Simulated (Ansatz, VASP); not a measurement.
One calculation of SnSe, two programs

```xyz
2
Lattice="0.0000 3.0100 3.0100 3.0100 0.0000 3.0100 3.0100 3.0100 0.0000" Properties=species:S:1:pos:R:3 pbc="T T T"
Sn    0.0000    0.0000    0.0000
Se    3.0100    3.0100    3.0100
```

Alike in both runs: functional PBE; k mesh 13 × 13 × 13; occupations fermi-dirac, width 0.02 eV; no spin polarisation.

Ansatz relaxed the structure, and its values are those at the end. VASP's run is a single point on that final structure, the one shown.

|  | VASP | Ansatz |
| --- | --- | --- |
| version | VASP 6.6.1 | Ansatz 0.2.0 |
| potentials or method | VASP PAW PBE potentials, release 64 (Sn_d, Se) | plane-wave PAW, scalar-relativistic |
| plane-wave cutoff (eV) | 520 | 420 |
| valence electrons in the cell | 20 | 30 |

|  | VASP | Ansatz | Ansatz less VASP |
| --- | --- | --- | --- |
| pressure (GPa) | 1.1 | 1.1 | +0.02 |

With one functional, cell and mesh, what is left measures potentials, basis and numerics. The two sets of potentials don't hold the same shells in valence. Ansatz warned: «gradients_without_spin_orbit».
